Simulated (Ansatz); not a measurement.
Crystal: BN.

```
N B
1.0
     2.49824    0.00000    0.00000
    -1.24912    2.16354    0.00000
     0.00000    0.00000    6.63570
N B
2 2
Direct
  0.66667 0.33333 0.25000
  0.33333 0.66667 0.75000
  0.66667 0.33333 0.75000
  0.33333 0.66667 0.25000
```

Base run:

| Item | Value |
| --- | --- |
| Program | Ansatz 0.2.0 |
| Functional | HSE03 |
| Potentials or basis | Ansatz PAW |
| Cutoff | 420 eV |
| Density cutoff | 1680 eV |
| k mesh | 7 × 7 × 3 |
| Occupations | fermi-dirac, width 0.05 eV |
| Spin | no spin polarisation |

Its results: band gap on the k mesh 5.61 eV, indirect (least direct gap 5.84 eV).

Q: The run is repeated on the same cell with these changes: functional from HSE03 to HSE06. What comes out?

A: Band gap on the k mesh 5.85 eV, indirect (least direct gap 6.08 eV).

Caveats: the k mesh misses the band edges, so the gap on the mesh is wider than the one along the path.

Not every run made on this cell is shown here.
